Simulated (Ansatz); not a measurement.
Input and command of a calculation in Ansatz (plane waves; scalar-relativistic PAW potentials unless the input names others):

```yaml
crystal:
  lattice:
    - [0.0, 2.5194292547, 2.5194292547]
    - [2.5194292547, 0.0, 2.5194292547]
    - [2.5194292547, 2.5194292547, 0.0]
  atoms:
    - { symbol: Pb, position: [0.0, 0.0, 0.0] }
basis:
  ecutwfc: 420
kpoints:
  mp_grid: { grid: [14, 14, 14] }
hamiltonian:
  xc: pbe
scf:
  occupations: { method: gaussian, width: 0.1 }
  max_iter: 50
output:
  forces: true
  eigenvalues: true
  stress: true
magnetization:
  spin_polarized: "yes please"
```

```bash
ansatz run input.yaml --threads 1 --pin off --max-ram 2560MiB --backend cpu --events-out ev --progress --plain --runs-dir out
```

Task: What will the program do with this input?

Result: The program refuses it, because of a value of the wrong type (magnetization.spin_polarized: not typed → "yes please"). Without that key it is accepted.

Abridged log:
```
Error: YAML parse error: error: line 22 column 19: invalid boolean (strict mode expects true/false)
  --> <input>:22:19
   |
20 |   stress: true
21 | magnetization:
22 |   spin_polarized: "yes please"
   |                   ^ invalid boolean (strict mode expects true/false)
```